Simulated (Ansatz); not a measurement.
## Formation energy of wurtzite-structured GdN

Level of theory: DFT, PBE, scalar-relativistic, collinear spin; plane waves to 420 eV with PAW datasets (Ansatz 0.2.0), Γ-centred 10×10×8 mesh, 0.05 eV Gaussian smearing; PAW files: Ansatz's generated set soft_2.

The start was a prototype's sites filled with these elements. The Crystallography Open Database lists the compound in space group Fm-3m (rock salt), so this is a trial structure.

Symmetry: P6_3mc, No. 186, hexagonal system. The conventional cell has a = 4.063 Å, b = 4.063 Å, c = 5.066 Å, α = 90.00°, β = 90.00°, γ = 120.00°. Around Gd (site symmetry 3m) lie 5 N at 2.35 to 2.66 Å. N (site symmetry 3m) is surrounded by 5 Gd at 2.35 to 2.66 Å. (Shells end 15 % past the nearest neighbour.)

The elements were computed in their standard states (gases as isolated molecules) with the same datasets, cutoff and functional. The compound's run is ferromagnetic, with site spin moments Gd 6.82; N -0.07 μB. Absolute energies hang on the potentials; compare differences alone.

Energy of the relaxed cell (4 atoms, smearing extrapolated to zero): -19438.402 eV. Elements, in eV/atom: Gd -9332.227, N -384.013.

Q: What is the formation energy?

A: [-19438.402 − (2 × -9332.227 + 2 × -384.013)] / 4 = -1.48 eV/atom, or -143 kJ per mole of atoms.

The value is for 0 K, without zero-point energy and without any correction for the binding of gas molecules. The functional's error in the binding of N₂ enters directly. A negative value shows stability against the elements alone, not against other compounds or structures.

Bader charges against formal ones: Gd +1.76 (+3), N −1.76 (−3). The cations give up 59 % of the formal charge; Bader charges stay under formal ones because the anions' density reaches into the cations' basins, the more so the higher the formal charge and the softer the anion.

Formal charges Gd³⁺, N³⁻ leave Gd³⁺ with an open 4f⁷ shell. A part-filled shell gives a gap only if something splits it: here on each such atom exchange fills one spin channel and leaves the other empty, so the half-filled shell acts almost as a closed one, and the gap is 0.64 eV.

Semilocal functionals without a U place occupied f levels too high and empty ones too low, so gaps that touch them come out too small. Scalar-relativistic only: spin–orbit splittings of the heavy atoms' levels are missing. The run wasn't fully tested for a lower electronic state. Site moments are of spin, integrated over atomic spheres. The moments were started parallel, and the real magnetic order may be another.
